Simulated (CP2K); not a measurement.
CaO:

```xyz
2
Lattice="3.3991 0.0000 0.0000 1.6996 2.9437 0.0000 1.6996 0.9812 2.7754" Properties=species:S:1:pos:R:3 pbc="T T T"
Ca    0.0000    0.0000    0.0000
O     3.3991    1.9625    1.3877
```

The cell is a database's computed one.

Program: CP2K 2026.2. Alike in all runs: task band structure; no spin polarisation; cell as given; k mesh 10 × 10 × 10.

Q: Order these runs on this cell by their band gap on the k mesh, lowest first.
A. level TB-mBJ; potentials or basis POTENTIAL_UZH Ca GTH-PBE-q10, O GTH-PBE-q6; TZVP-MOLOPT-PBE-GTH basis; smearing fermi-dirac 0.01 eV; EPS_DEFAULT 1.0E-10; points a segment of the path (NPOINTS) 10; bands added on the path 4; CUTOFF of the grids 850 Ry
B. level PBEsol; potentials or basis POTENTIAL_UZH Ca GTH-PBE-q10, O GTH-PBE-q6; TZVP-MOLOPT-PBE-GTH basis; smearing fermi-dirac 0.1 eV; EPS_DEFAULT 1.0E-9; points a segment of the path (NPOINTS) 6; bands added on the path 6; CUTOFF of the grids 600 Ry
C. level r2SCAN; potentials or basis POTENTIAL_UZH Ca GTH-SCAN-q10, O GTH-SCAN-q6; TZVP-MOLOPT-SCAN-GTH basis; smearing fermi-dirac 0.1 eV; EPS_DEFAULT 1.0E-10; points a segment of the path (NPOINTS) 6; bands added on the path 6; CUTOFF of the grids 850 Ry

A: B (3.70 eV), A (4.02 eV), C (4.23 eV).

Caveats: the basis of atomic orbitals isn't converged, which shifts pressures, moduli and gaps; this is a model potential without an energy functional, so only levels have meaning (some runs).

